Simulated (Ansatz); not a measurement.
**TiSe: further runs on the relaxed cell**

This session takes TiSe and sets out to measure the bulk modulus from energies at several volumes.

Program: Ansatz 0.2.0. Level of theory: DFT PBEsol, scalar-relativistic, plane waves, PAW. These are calculated values, not measurements.

## Step 1: The system as given

The structure is hexagonal, space group P6_3/mmc (No. 194). Conventional cell: a = 3.358 Å, b = 3.358 Å, c = 6.755 Å, α = 90.00°, β = 90.00°, γ = 120.00°. Ti (site symmetry -3m) is surrounded by 6 Se at 2.57 Å. Se (site symmetry -6m2) has 6 Ti at 2.57 Å as nearest neighbours.

As a file:

```
CELL_PARAMETERS angstrom
3.35766 0.00000 0.00000
-1.67883 2.90782 0.00000
0.00000 0.00000 6.75498
ATOMIC_POSITIONS crystal
Ti 0.00000 0.00000 0.00000
Ti 0.00000 0.00000 0.50000
Se 0.33333 0.66667 0.25000
Se 0.66667 0.33333 0.75000
```

This cell was relaxed beforehand with the same method: volume 16.49 Å³/atom, gap on the mesh none (metal).

## Step 2: Point at V/V0 = 0.97

Input file input.yaml:

```yaml
crystal:
  lattice:
    - [3.3237398149, 0.0, 0.0]
    - [-1.6618699075, 2.8784431153, 0.0]
    - [0.0, 0.0, 6.6867437193]
  atoms:
    - { symbol: Ti, position: [0.0, 0.0, 0.0] }
    - { symbol: Ti, position: [0.0, 0.0, 0.5] }
    - { symbol: Se, position: [0.3333333333, 0.6666666667, 0.25] }
    - { symbol: Se, position: [0.6666666667, 0.3333333333, 0.75] }
basis:
  ecutwfc: 420
kpoints:
  mp_grid: { grid: [12, 12, 8] }
hamiltonian:
  xc: pbesol
scf:
  occupations: { method: gaussian, width: 0.1 }
output:
  forces: true
  stress: true
  eigenvalues: true
relax:
  adjacent_minimum: "off"
  f_tol: 0.01
  max_steps: 30
  cell: { stress_tol: 0.1, fix: [volume] }
```

Command:

```bash
$ ansatz run input.yaml --threads 1 --pin off --max-ram 2560MiB --backend cpu --events-out ev --progress --plain --runs-dir out
```

## Step 3: Point at V/V0 = 1.03

input.yaml, as its differences from that of step 2:

```diff
@@ -2,5 +2,5 @@
   lattice:
-    - [3.3237398149, 0.0, 0.0]
-    - [-1.6618699075, 2.8784431153, 0.0]
-    - [0.0, 0.0, 6.6867437193]
+    - [3.3909041694, 0.0, 0.0]
+    - [-1.6954520847, 2.9366091525, 0.0]
+    - [0.0, 0.0, 6.821865856]
   atoms:
```

## Step 4: Point at V/V0 = 0.94

input.yaml, as its differences from that of step 3:

```diff
@@ -2,5 +2,5 @@
   lattice:
-    - [3.3909041694, 0.0, 0.0]
-    - [-1.6954520847, 2.9366091525, 0.0]
-    - [0.0, 0.0, 6.821865856]
+    - [3.2805888143, 0.0, 0.0]
+    - [-1.6402944072, 2.8410732525, 0.0]
+    - [0.0, 0.0, 6.6515251464]
   atoms:
```

## Step 5: The cell scaled to 1.06 of its volume

input.yaml, as its differences from that of step 4:

```diff
@@ -2,5 +2,5 @@
   lattice:
-    - [3.2805888143, 0.0, 0.0]
-    - [-1.6402944072, 2.8410732525, 0.0]
-    - [0.0, 0.0, 6.6515251464]
+    - [3.431735145, 0.0, 0.0]
+    - [-1.7158675725, 2.9719698146, 0.0]
+    - [0.0, 0.0, 6.854492785]
   atoms:
```

(Steps that only read results are left out.)

Before running it: what results should come out? Wanted: equilibrium volume of the fit; bulk modulus.

As calculated:

| quantity | value |
| --- | --- |
| equilibrium volume of the fit | 16.48 Å³/atom |
| bulk modulus | 124 GPa |
| its pressure derivative | 4.4 |

In words: The fit puts the minimum at 16.48 Å³/atom with B = 124 GPa and B' = 4.4.
